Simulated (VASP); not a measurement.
Set up this calculation in VASP 6.6.1, as the native input.

| Item | Value |
| --- | --- |
| Task | band structure |
| Functional | r2SCAN |
| Potentials or basis | VASP PAW PBE potentials, release 64 (Si) |
| Cutoff | 520 eV |
| k mesh | 8 × 8 × 10 |
| Occupations | fermi-dirac, width 0.05 eV |
| Spin | no spin polarisation |
| Further INCAR settings | ALGO = Normal; EDIFF = 1e-07 |

The structure of Si lies in POSCAR:

```
Si
1.0
    4.1209500000      0.0000000000      0.0000000000
   -2.0604700000      3.5688500000      0.0000000000
    0.0000000000      0.0000000000      2.6547900000
Si
2
Direct
    0.3333300000      0.6666700000      0.5000000000
    0.6666700000      0.3333300000      0.5000000000
```

The cell was built by a generator and needn't be a form met in nature.

These files were run (other wordings do the same):

INCAR

```
SYSTEM = Si
PREC = Accurate
ENCUT = 520
EDIFF = 1E-7
ISMEAR = -1
SIGMA = 0.05
LREAL = .FALSE.
LASPH = .TRUE.
NELM = 80
ALGO = Normal
ISIF = 2
LWAVE = .FALSE.
LCHARG = .FALSE.
METAGGA = R2SCAN
LMIXTAU = .TRUE.
```

KPOINTS

```
Automatic mesh
0
G
  8 8 10
  0 0 0
```

KPOINTS_OPT

```
path GMKGALHA,LM,KH
10
line-mode
reciprocal
 0.0000000000  0.0000000000  0.0000000000  G
 0.5000000000  0.0000000000  0.0000000000  M

 0.5000000000  0.0000000000  0.0000000000  M
 0.3333333333  0.3333333333  0.0000000000  K

 0.3333333333  0.3333333333  0.0000000000  K
 0.0000000000  0.0000000000  0.0000000000  G

 0.0000000000  0.0000000000  0.0000000000  G
 0.0000000000  0.0000000000  0.5000000000  A

 0.0000000000  0.0000000000  0.5000000000  A
 0.5000000000  0.0000000000  0.5000000000  L

 0.5000000000  0.0000000000  0.5000000000  L
 0.3333333333  0.3333333333  0.5000000000  H

 0.3333333333  0.3333333333  0.5000000000  H
 0.0000000000  0.0000000000  0.5000000000  A

 0.5000000000  0.0000000000  0.5000000000  L
 0.5000000000  0.0000000000  0.0000000000  M

 0.3333333333  0.3333333333  0.0000000000  K
 0.3333333333  0.3333333333  0.5000000000  H
```

Potentials or basis: VASP PAW PBE potentials, release 64 (Si).

Command:

```sh
$ cat potpaw_PBE.64/Si/POTCAR > POTCAR
$ mpirun -np 1 vasp_std > vasp.out
```

Results of the run:

```json
{
  "Pressure": "-1.2 GPa",
  "Band gap along the path": "none (metal or under the smearing width)"
}
```

Caveat: the PAW data sets were made with another functional, which shifts forces and pressure a little.

It took 89 s on 1 thread of Intel(R) Xeon(R) Platinum 8488C (Sapphire Rapids), on a shared host, peak memory 0.19 GiB.
